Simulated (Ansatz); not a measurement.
# NbC: the cost of one run

Program: Ansatz 0.2.0. Level of theory: DFT PBE, scalar-relativistic, plane waves, PAW. These are calculated values, not measurements.

1 further run of the same task is left out (set aside as unsound or not needed).

## 1. The system as given

It takes space group Fm-3m (No. 225, cubic). The conventional cell has a = 4.400 Å, b = 4.400 Å, c = 4.400 Å, α = 90.00°, β = 90.00°, γ = 90.00°. Nb (site symmetry m-3m) is surrounded by 6 C at 2.20 Å. C (site symmetry m-3m) has 6 Nb at 2.20 Å as nearest neighbours.

As a file:

```
CELL_PARAMETERS angstrom
0.00000 2.20000 2.20000
2.20000 0.00000 2.20000
2.20000 2.20000 0.00000
ATOMIC_POSITIONS crystal
Nb 0.00000 0.00000 0.00000
C 0.50000 0.50000 0.50000
```

The structure comes from the Crystallography Open Database.

## 2. A distortion that keeps the symmetry

The change: strain xx, yy, zz, yz, xz, xy = -0.2, -0.2, -0.2, +0.0, +0.0, +0.0 %.

input.yaml reads:

```yaml
crystal:
  lattice:
    - [0.0, 2.195226, 2.195226]
    - [2.195226, 0.0, 2.195226]
    - [2.195226, 2.195226, 0.0]
  atoms:
    - { symbol: Nb, position: [0.0, 0.0, 0.0] }
    - { symbol: C, position: [0.5, 0.5, 0.5] }
basis:
  ecutwfc: 420
kpoints:
  mp_grid: { grid: [16, 16, 16] }
hamiltonian:
  xc: pbe
scf:
  occupations: { method: gaussian, width: 0.1 }
output:
  forces: true
  stress: true
  eigenvalues: true
```

Started as:

```
ansatz run input.yaml --threads 1 --pin off --max-ram 1331MiB --backend cpu --events-out ev --progress --plain --runs-dir out
```

What time and memory should one allow on 1 thread of an x86-64 CPU, shared host?

About 4.5 s, with a peak of 0.35 GiB.
